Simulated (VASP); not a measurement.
# KF (Fm-3m) in VASP: notebook, part 2 of 2

VASP 6.6.1. The steps go on from the part before.

**3. Single point, PBEsol**

File INCAR:

```
SYSTEM = KF
PREC = Accurate ; ENCUT = 520
EDIFF = 1E-6 ; ISMEAR = 0
SIGMA = 0.01 ; LREAL = .False.
LASPH = .True. ; NELM = 100
ALGO = Fast ; ISIF = 2
LWAVE = .False. ; LCHARG = .False.
GGA = PS ; NBANDS = 15
```

File KPOINTS:

```
regular mesh
0
Gamma
  8 8 8
  0 0 0
```

File POSCAR:

```
KF
1.0
    0.0000000000      2.6286265582      2.6286265582
    2.6286265582      0.0000000000      2.6286265582
    2.6286265582      2.6286265582      0.0000000000
K F
1 1
Direct
    0.0000000000      0.0000000000      0.0000000000
    0.5000000000      0.5000000000      0.5000000000
```

Potentials or basis: VASP PAW PBE potentials, release 64 (K_sv, F).

The run is started by

```bash
cat potpaw_PBE.64/K_sv/POTCAR potpaw_PBE.64/F/POTCAR > POTCAR
mpirun -np 1 vasp_std > vasp.out
```

OUTCAR:

```text
SYSTEM = KF
   PREC = Accurate
   ENCUT = 520
   EDIFF = 1E-6
   ISMEAR = 0
   LREAL = .False.
   LASPH = .True.
   NELM = 100
   ISIF = 2
   GGA = PS

 ion  position               nearest neighbor table
   1  0.000  0.000  0.000-   2 2.63   2 2.63   2 2.63   2 2.63   2 2.63   2 2.63
   2  0.500  0.500  0.500-   1 2.63   1 2.63   1 2.63   1 2.63   1 2.63   1 2.63

  LATTYP: Found a face centered cubic cell.
 ALAT       =     5.2572531164

  Lattice vectors:

 A1 = (   0.0000000000,   2.6286265582,   2.6286265582)
 A2 = (   2.6286265582,   0.0000000000,   2.6286265582)
 A3 = (   2.6286265582,   2.6286265582,   0.0000000000)
[... 611 lines left out ...]
     12      10.1853      0.00000
     13      11.5216      0.00000
     14      12.6265      0.00000
     15      12.9471      0.00000

 [... further k-points ...]
[... 5 lines left out ...]
  --------------------------------------------------------------------------------------
  -------------------------------------------------------------------------------------
  Total        0.2432874      0.2432874      0.2432874      0.0000000      0.0000000     -0.0000000
  in kB       10.7303419     10.7303419     10.7303419      0.0000000      0.0000000     -0.0000000
  external PRESSURE =      10.7303419 kB  Pullay stress =       0.0000000 kB

 VOLUME and BASIS-vectors are now :
 -----------------------------------------------------------------------------
  energy-cutoff  :      520.00
  volume of cell :       36.33
      direct lattice vectors                 reciprocal lattice vectors
     0.000000000  2.628626558  2.628626558    -0.190213402  0.190213402  0.190213402
     2.628626558  0.000000000  2.628626558     0.190213402 -0.190213402  0.190213402
     2.628626558  2.628626558  0.000000000     0.190213402  0.190213402 -0.190213402

 POSITION                                       TOTAL-FORCE (eV/Angst)
 -----------------------------------------------------------------------------------
      0.00000      0.00000      0.00000        -0.000000     -0.000000     -0.000000
      2.62863      2.62863      2.62863         0.000000      0.000000      0.000000
 -----------------------------------------------------------------------------------
    total drift:                                0.000000      0.000000      0.000000

  FREE ENERGIE OF THE ION-ELECTRON SYSTEM (eV)
  ---------------------------------------------------
  free  energy   TOTEN  =        -8.5151076197 eV

  energy  without entropy=       -8.5151076197  energy(sigma->0) =       -8.51510762
```

OSZICAR:

```text
N       E                     dE             d eps       ncg     rms          rms(c)
DAV:   1     0.106595986740E+03    0.10660E+03   -0.82595E+03   870   0.105E+03
DAV:   2    -0.534311852672E+01   -0.11194E+03   -0.10318E+03  1137   0.282E+02
DAV:   3    -0.951474943691E+01   -0.41716E+01   -0.41525E+01  1173   0.480E+01
DAV:   4    -0.962876065704E+01   -0.11401E+00   -0.11400E+00  1158   0.734E+00
DAV:   5    -0.962996948884E+01   -0.12088E-02   -0.12088E-02  1225   0.707E-01    0.598E+00
RMM:   6    -0.854583911328E+01    0.10841E+01   -0.26584E+00   924   0.914E+00    0.406E+00
RMM:   7    -0.851942588728E+01    0.26413E-01   -0.96401E-02  1089   0.189E+00    0.245E+00
RMM:   8    -0.851440754603E+01    0.50183E-02   -0.62078E-02  1111   0.226E+00    0.351E-01
RMM:   9    -0.851447734067E+01   -0.69795E-04   -0.51497E-03  1173   0.528E-01    0.152E-01
RMM:  10    -0.851538288249E+01   -0.90554E-03   -0.53108E-03  1107   0.467E-01    0.160E-01
RMM:  11    -0.851504640993E+01    0.33647E-03   -0.14209E-03  1169   0.234E-01    0.420E-02
RMM:  12    -0.851511032216E+01   -0.63912E-04   -0.24332E-04  1195   0.106E-01    0.395E-02
RMM:  13    -0.851510191384E+01    0.84083E-05   -0.94662E-05  1232   0.563E-02    0.876E-03
RMM:  14    -0.851510575691E+01   -0.38431E-05   -0.29643E-05  1233   0.278E-02    0.735E-03
RMM:  15    -0.851510705574E+01   -0.12988E-05   -0.96344E-06  1058   0.149E-02    0.830E-04
RMM:  16    -0.851510761971E+01   -0.56397E-06   -0.37481E-06   920   0.853E-03
   1 F= -.85151076E+01 E0= -.85151076E+01  d E =-.292000E-18
```

It took 13 s on 1 thread of Intel Xeon Platinum 8488C (Sapphire Rapids), shared host; peak memory 0.15 GiB.

What came out:

| Quantity | Value |
| --- | --- |
| Free energy | -8.5151 eV |
| Pressure | 1.1 GPa |
| Band gap on the k mesh | 6.28 eV, direct |

Caveat: the PAW data sets were made with another functional, which shifts forces and pressure a little. A k mesh can miss the band edges.

**4. Relaxation of cell and atoms, PBEsol, target pressure 1 GPa, at which the enthalpy is minimised**

This run uses another cell than the first one, of 18.68 Å³/atom, 1.028 times its volume.

File INCAR:

```
SYSTEM = KF
PREC = Accurate ; ENCUT = 600
EDIFF = 1E-6 ; ISMEAR = 0
SIGMA = 0.01 ; LREAL = .FALSE.
LASPH = .TRUE. ; NELM = 100
ALGO = Fast ; ISIF = 3
LWAVE = .FALSE. ; LCHARG = .FALSE.
GGA = PS ; IBRION = 2
NSW = 80 ; EDIFFG = -0.001
PSTRESS = 10.0
```

File KPOINTS:

```
Automatic mesh
0
G
  8 8 8
  0 0 0
```

File POSCAR:

```
KF
1.0
    0.0000000000      2.6532659342      2.6532659342
    2.6532659342      0.0000000000      2.6532659342
    2.6532659342      2.6532659342      0.0000000000
K F
1 1
Direct
    0.0000000000      0.0000000000      0.0000000000
    0.5000000000      0.5000000000      0.5000000000
```

The run is started by

```bash
cat potpaw_PBE.64/K_sv/POTCAR potpaw_PBE.64/F/POTCAR > POTCAR
mpirun -np 1 vasp_std > vasp.out
```

Wall time 73 s (1 thread of Intel Xeon Platinum 8488C (Sapphire Rapids), shared host); peak memory 0.18 GiB.

The run converged. Its results:

```yaml
Free_energy: -8.5184 eV
Relaxed_volume: 18.18 Å³/atom
Relaxed_cell: a = 3.719 Å, b = 3.719 Å, c = 3.719 Å, α = 60.00°, β = 60.00°, γ = 60.00°
Space_group_after_relaxing_to_0.05_Å: Fm-3m (No. 225)
Energy_change_on_relaxing_the_enthalpy_is_what_falls: +1.6 meV/atom
Ionic_steps: 20
Pressure_after_relaxing: 1.0 GPa
Band_gap_on_the_k_mesh: 6.28 eV, direct
```

The path:
```
step  energy change (eV)  largest force (eV/Å)  pressure (GPa)  volume (Å³)
   1              0.0000                0.0000            0.03        37.36
   2              0.0012                0.0000            0.61        36.75
   3              0.0036                0.0000            1.08        36.30
   4              0.0031                0.0000            1.01        36.37
   5              0.0030                0.0000            0.99        36.39
   6              0.0030                0.0000            0.97        36.39
   7              0.0030                0.0000            0.98        36.39
   8              0.0030                0.0000            0.98        36.39
   9              0.0030                0.0000            0.98        36.39
  10              0.0030                0.0000            0.98        36.39
  11              0.0030                0.0000            0.98        36.39
  12              0.0030                0.0000            0.98        36.39
  13              0.0030                0.0000            0.98        36.39
  14              0.0030                0.0000            0.97        36.39
  15              0.0030                0.0000            0.98        36.39
  16              0.0030                0.0000            0.97        36.39
  17              0.0030                0.0000            0.97        36.39
  18              0.0031                0.0000            0.98        36.38
  19              0.0031                0.0000            0.98        36.37
  20              0.0032                0.0000            1.01        36.36
```

Final structure:
```yaml
crystal:
  lattice:
    - [0.00000, 2.62938, 2.62938]
    - [2.62938, 0.00000, 2.62938]
    - [2.62938, 2.62938, 0.00000]
  atoms:
    - { symbol: K, position: [0.00000, 0.00000, 0.00000] }
    - { symbol: F, position: [0.50000, 0.50000, 0.50000] }
```

Levels at points of the mesh, in eV from the valence-band top:
```csv
k point,band 6,band 7,band 8,band 9,band 10,band 11
"(0.00, 0.00, 0.00)",0.00,0.00,0.00,6.28,10.76,10.76
"(0.50, 0.00, 0.00)",-0.87,-0.40,-0.40,9.17,10.81,12.28
"(0.50, 0.50, 0.00)",-0.18,-0.04,-0.04,8.13,10.50,12.04
```

Caveat: the cell is relaxed towards a set pressure, so the enthalpy falls and the energy may rise; the PAW data sets were made with another functional, which shifts forces and pressure a little.

**5. The runs side by side**

| task | cell | cutoff (eV) | target pressure | gap on the mesh (eV) | pressure (GPa) |
| --- | --- | --- | --- | --- | --- |
| relaxation of cell and atoms | relaxed from: cell and atoms relaxed tightly for response | 600 | - | 6.13 | 0.0 |
| single point | Fm-3m, 18.16 Å³/atom | 520 | - | 6.28 | 1.1 |
| relaxation of cell and atoms | relaxed to 1 GPa | 600 | 1 GPa | 6.28 | 1.0 |

Alike in all rows: level PBEsol; potentials or basis VASP PAW PBE potentials, release 64 (K_sv, F); no spin polarisation; k mesh 8 × 8 × 8; smearing gaussian 0.01 eV.

Caveats: the PAW data sets were made with another functional, which shifts forces and pressure a little; the cell is relaxed towards a set pressure, so the enthalpy falls and the energy may rise (some runs).

Absolute energies hang on the potentials; compare differences alone.
